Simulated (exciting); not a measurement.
Consider CaSe, space group Fm-3m.

```xyz
2
Lattice="0.0000 2.9560 2.9560 2.9560 0.0000 2.9560 2.9560 2.9560 0.0000" Properties=species:S:1:pos:R:3 pbc="T T T"
Se    2.9560    2.9560    2.9560
Ca    0.0000    0.0000    0.0000
```

Absorber: atom 2, with 6 Se at 2.96 Å (octahedral, site symmetry m-3m). Method: exciting, all-electron LAPW+lo, LDA, spinor conduction states, exchange and screened direct term (singlet BSE), 2×2×2 shifted k points, 30 conduction spinor bands, |G+q| up to 4.5 bohr⁻¹ (5 in the exchange term), full RPA screening with nempty = 48, Lorentzian half width 0.25 eV.

The database entry behind the starting cell differs from later determinations by our own check (0.1 to 0.3 % short, probably kX units), so it need not match the best structure at ambient conditions.

Question: What does the Ca L₂,₃ spectrum look like, and is there a bound core exciton?

Bound core exciton? Yes on this mesh: the first bright state (over 5 % of the brightest) lies at -2.88 eV from the Kohn–Sham onset and at -3.58 eV from the lowest bare transition of its own mesh; weaker or dark states reach down to -3.49 eV. Maxima (height): -2.8 eV (0.21), -1.8 eV (1.00), 0.8 eV (0.34), 1.7 eV (0.90) and 6.2 eV (0.09).

Energy from the Kohn–Sham onset, core level to the lowest empty state found on the meshes used; Im ε in relative units:

| E (eV) | Im ε |
| --- | --- |
| -4.75 | 0.01 |
| -4.50 | 0.02 |
| -4.25 | 0.02 |
| -4.00 | 0.03 |
| -3.75 | 0.04 |
| -3.50 | 0.07 |
| -3.25 | 0.11 |
| -3.00 | 0.18 |
| -2.75 | 0.20 |
| -2.50 | 0.20 |
| -2.25 | 0.31 |
| -2.00 | 0.72 |
| -1.75 | 0.90 |
| -1.50 | 0.38 |
| -1.25 | 0.17 |
| -1.00 | 0.10 |
| -0.75 | 0.07 |
| -0.50 | 0.06 |
| -0.25 | 0.06 |
| 0.00 | 0.08 |
| 0.25 | 0.12 |
| 0.50 | 0.21 |
| 0.75 | 0.33 |
| 1.00 | 0.29 |
| 1.25 | 0.36 |
| 1.50 | 0.73 |
| 1.75 | 0.80 |
| 2.00 | 0.39 |
| 2.25 | 0.22 |
| 2.50 | 0.14 |
| 2.75 | 0.10 |
| 3.00 | 0.07 |
| 3.25 | 0.05 |
| 3.50 | 0.04 |
| 3.75 | 0.05 |
| 4.00 | 0.04 |
| 4.25 | 0.04 |
| 4.50 | 0.05 |
| 4.75 | 0.05 |
| 5.00 | 0.04 |
| 5.25 | 0.04 |
| 5.50 | 0.05 |
| 5.75 | 0.06 |
| 6.00 | 0.08 |
| 6.25 | 0.09 |
| 6.50 | 0.07 |
| 6.75 | 0.07 |
| 7.00 | 0.05 |
| 7.25 | 0.04 |
| 7.50 | 0.03 |
| 7.75 | 0.03 |
| 8.00 | 0.03 |
| 8.25 | 0.02 |
| 8.50 | 0.03 |
| 8.75 | 0.03 |
| 9.00 | 0.03 |
| 9.25 | 0.04 |
| 9.50 | 0.06 |
| 9.75 | 0.06 |
| 10.00 | 0.05 |
| 10.25 | 0.05 |
| 10.50 | 0.04 |
| 10.75 | 0.04 |
| 11.00 | 0.03 |
| 11.25 | 0.03 |
| 11.50 | 0.04 |
| 11.75 | 0.03 |
| 12.00 | 0.03 |
| 12.25 | 0.03 |
| 12.50 | 0.05 |
| 12.75 | 0.06 |
| 13.00 | 0.05 |
| 13.25 | 0.05 |
| 13.50 | 0.03 |
| 13.75 | 0.04 |
| 14.00 | 0.04 |
| 14.25 | 0.04 |
| 14.50 | 0.03 |
| 14.75 | 0.03 |
| 15.00 | 0.03 |
| 15.25 | 0.04 |

A mesh of 8 points doesn't converge binding energies, and the weak maxima beyond the white lines are largely noise of the mesh. The multiplet shape isn't converged in the kernel cutoffs, and the cutoff of the direct term wasn't varied. Measured L₃ and L₂ lines of such d⁰ ions are about equally strong. The zero comes from the unshifted 4×4×4 ground-state mesh; it is exact only where the band minimum lies on that mesh. The structure is a published determination, not relaxed.

[Banner, clock and machine lines of the logs are left out without a mark of their own.]

[Logs are printed without paths, hosts, clocks, repeated set-up lines and the standing remarks that a program may print on its own settings, such as how far it seeks lower states.]

[Hosts, paths, dates, database ids (printed as entryN), source tags and the programs' standing remarks are cut or masked in the printed files.]
